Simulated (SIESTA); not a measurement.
Crystal: YN.

```xyz
2
Lattice="0.0000 2.4385 2.4385 2.4385 0.0000 2.4385 2.4385 2.4385 0.0000" Properties=species:S:1:pos:R:3 pbc="T T T"
Y     0.0000    0.0000    0.0000
N     2.4385    2.4385    2.4385
```

Base run:

| Item | Value |
| --- | --- |
| Program | SIESTA 5.4.2 |
| Functional | vdW-DF |
| Potentials or basis | PseudoDojo 0.4 standard (PBE files) |
| Basis | DZP (energy shift 0.003 Ry; two zetas on semicore shells) |
| Grid cutoff | 800 Ry |
| Energy shift | 0.003 Ry |
| k mesh | 9 × 9 × 9 |
| Occupations | fermi-dirac, width 0.05 eV |
| Spin | no spin polarisation |

Its results: band gap on the k mesh 0.26 eV, indirect (least direct gap 0.67 eV); pressure 8.9 GPa.

Task: After a change of settings the same cell gave: band gap on the k mesh 0.27 eV, indirect (least direct gap 0.68 eV); pressure 13.4 GPa. Which change was it?
A. functional from vdW-DF to optB88-vdW
B. functional from vdW-DF to PBEsol; potentials or basis from PseudoDojo 0.4 standard (PBE files) to PseudoDojo 0.4 standard (PBEsol files)
C. functional from vdW-DF to vdW-DF2
D. functional from vdW-DF to vdW-DF-cx

Result: C.

Caveats: the potentials were made for another functional, which shifts forces and pressure; an odd mesh through Γ misses points on the zone boundary, where band edges often lie; the basis of atomic orbitals isn't converged, which shifts pressures, moduli and gaps.

Not every run made on this cell is shown here.
